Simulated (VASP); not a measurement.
# ZnCu₂SnSe₄: convergence, self-consistent run

ZnCu₂SnSe₄, P1 (no. 1), 24 atoms in the cell. PBE; PAW potentials Sn_d, Se, Zn, Cu (PBE set). VASP 6.6.1.

Wanted: energy within 2 meV/atom; forces within 0.01 eV/Å.

What the run is for: forces in a large cell; Accuracy asked: standard; Cell repeated: 1 × 1 × 3.

POSCAR:
```
ZnCu2SnSe4
1.0
   -2.8856370000      2.8856370000      5.7398310000
    2.8856370000     -2.8856370000      5.7398310000
    8.6569110000      8.6569110000    -17.2194930000
Sn Se Zn Cu
3 12 3 6
Direct
    0.5066780000      0.4985560000      0.0014430000
    0.5035980000      0.5020650000      0.3376200000
    0.4986910000      0.5008280000      0.6655980000
    0.3662830000      0.8820280000      0.3328340000
    0.3613490000      0.8901680000      0.6634700000
    0.3599210000      0.8888120000      0.9964250000
    0.8934370000      0.3667220000      0.0005220000
    0.8929780000      0.3711190000      0.3334970000
    0.8957320000      0.3683380000      0.6675380000
    0.1026760000      0.0983700000      0.1538770000
    0.1052850000      0.1107260000      0.4947080000
    0.1033700000      0.1005840000      0.8231120000
    0.6248350000      0.6377930000      0.1760760000
    0.6283670000      0.6405110000      0.5072610000
    0.6355310000      0.6394350000      0.8427710000
    0.7509630000      0.2469680000      0.1652420000
    0.7532810000      0.2554210000      0.5001130000
    0.7448590000      0.2594510000      0.8337470000
    0.0045850000     -0.0030050000      0.0012610000
   -0.0005260000      0.0084990000      0.3359530000
   -0.0045680000     -0.0002870000      0.6654780000
    0.2531340000      0.7493810000      0.1663600000
    0.2513410000      0.7589160000      0.5030860000
    0.2467070000      0.7491930000      0.8334390000
```

The series start from Plane-wave cutoff (eV): 340; Projection operators (LREAL): Auto, ROPT -0.00025; Precision mode (PREC): Normal; Parallel layout: defaults; Electronic algorithm: ALGO=Normal; Bands a block (NSIM): NSIM=4. Each series keeps the choices made before it, and each single choice may use up half of a tolerance.

## Plane-wave cutoff (eV)

| Plane-wave cutoff (eV) | Energy less reference (meV/atom) | Forces, largest deviation (eV/Å) | SCF iterations | Time (s) |
|---|---|---|---|---|
| 270 | 6.3 | 0.020 | 19 | 32 |
| 300 | -0.5 | 0.009 | 19 | 32 |
| 340 | -1.5 | 0.007 | 19 | 43 |
| 380 | -0.4 | 0.007 | 19 | 45 |
| 470 (reference) | 0.0 | 0.000 | 19 | 64 |

Chosen: 470; the next looser run is off by more than half of the tolerance, so convergence isn't shown beyond this value.

## Projection operators (LREAL)

| Projection operators (LREAL) | Energy less reference (meV/atom) | Forces, largest deviation (eV/Å) | SCF iterations | Time (s) |
|---|---|---|---|---|
| Auto, ROPT -0.005 | -6.1 | 0.233 | 19 | 61 |
| Auto, ROPT -0.002 | -2.9 | 0.129 | 19 | 43 |
| Auto, ROPT -0.001 | -1.4 | 0.031 | 19 | 39 |
| Auto, ROPT -0.0005 | -0.7 | 0.014 | 19 | 42 |
| Auto, ROPT -0.00025 | -0.3 | 0.005 | 19 | 64 |
| Auto, ROPT -0.0001 | -0.3 | 0.001 | 19 | 50 |
| False (reference) | 0.0 | 0.000 | 19 | 61 |

Chosen: Auto, ROPT -0.0001, the loosest value from which every tighter one stays within half of the tolerance.

## Precision mode (PREC)

| Precision mode (PREC) | Energy less reference (meV/atom) | Forces, largest deviation (eV/Å) | SCF iterations | Time (s) |
|---|---|---|---|---|
| SingleN | -3.1 | 0.034 | 19 | 56 |
| Normal | 0.0 | 0.002 | 19 | 50 |
| Accurate (reference) | 0.0 | 0.000 | 19 | 121 |

Chosen: Normal.

## Parallel layout

| Parallel layout | Energy less reference (meV/atom) | Forces, largest deviation (eV/Å) | SCF iterations | Time (s) |
|---|---|---|---|---|
| defaults | 0.0 | 0.000 | 19 | 50 |
| NCORE=2 | 0.0 | 0.000 | 19 | 42 |
| NCORE=4 | 0.0 | 0.000 | 19 | 37 |
| NCORE=8 | 0.0 | 0.000 | 19 | 36 |
| KPAR=2 | 0.0 | 0.000 | 19 | 56 |
| KPAR=2 NCORE=2 | 0.0 | 0.000 | 19 | 56 |
| KPAR=4 | 0.0 | 0.000 | 19 | 79 |
| KPAR=4 NCORE=2 | 0.0 | 0.000 | 19 | 80 |
| NPAR=2 | 0.0 | 0.000 | 19 | 43 |

Chosen: defaults; no other choice that stays within half of the tolerance saves 30 % of the time.

## Electronic algorithm

| Electronic algorithm | Energy less reference (meV/atom) | Forces, largest deviation (eV/Å) | SCF iterations | Time (s) |
|---|---|---|---|---|
| ALGO=Normal | 0.0 | 0.000 | 19 | 50 |
| ALGO=Fast | 0.0 | 0.000 | 21 | 58 |
| ALGO=VeryFast | 0.0 | 0.000 | 27 | 67 |
| ALGO=All ISEARCH=1 | 0.0 | 0.002 | 24 | 54 |

Chosen: ALGO=Normal.

## Bands a block (NSIM)

| Bands a block (NSIM) | Energy less reference (meV/atom) | Forces, largest deviation (eV/Å) | SCF iterations | Time (s) |
|---|---|---|---|---|
| NSIM=4 | 0.0 | 0.000 | 19 | 50 |
| NSIM=1 | 0.0 | 0.000 | 19 | 58 |
| NSIM=2 | 0.0 | 0.000 | 19 | 57 |
| NSIM=8 | 0.0 | 0.000 | 19 | 57 |
| NSIM=16 | 0.0 | 0.000 | 19 | 64 |

Chosen: NSIM=4.

## All choices together

| Input | Energy less reference (meV/atom) | Forces, largest deviation (eV/Å) | Time (s) |
|---|---|---|---|
| the program's defaults (naive) | 0.7 | 0.011 | 28 |
| chosen settings | -0.3 | 0.002 | 50 |
| reference settings throughout | 0.0 | 0.000 | 98 |

The chosen settings stay within the tolerance of the reference run, but the reference itself isn't shown to be converged in: Plane-wave cutoff (eV).

## The input

INCAR:
```
SYSTEM = ZnCu2SnSe4
ALGO = Normal ; EDIFF = 1E-6
EFERMI = MIDGAP ; ENCUT = 470
GGA = PE ; GGA_COMPAT = .False.
ISIF = 2 ; ISMEAR = 0
ISYM = 0 ; LASPH = .True.
LCHARG = .False. ; LREAL = Auto
LWAVE = .False. ; NELM = 120
NSIM = 4 ; PREC = Normal
ROPT = -0.0001 -0.0001 -0.0001 -0.0001 ; SIGMA = 0.03
```

KPOINTS:
```
k-points
0
Gamma
  3 3 1
```

Commands:
```
cat potpaw_PBE.64/Sn_d/POTCAR potpaw_PBE.64/Se/POTCAR potpaw_PBE.64/Zn/POTCAR potpaw_PBE.64/Cu/POTCAR > POTCAR
mpirun -np 8 vasp_std > vasp.out
```

Limits: Only the k mesh 3 × 3 × 1 was run, so its error is untested.

The chosen input took VASP 6.6.1 50 s on 8 cores (Intel Xeon 6975P-C (Granite Rapids)), a shared host.

## An input that fails: Gamma-only program on a mesh of k points

VASP's message: You are using the Gamma-point-only version with more than one k-point or some other non-Gamma k-point.

k mesh: 3 × 3 × 1 becomes 2 × 2 × 2.

Changes against the starting input:
```
- NELM = 120
+ NELM = 60
- vasp_std
+ vasp_gam
(KPOINTS)
-k-points
+Automatic mesh
-  3 3 1
+  2 2 2
+  0 0 0
```
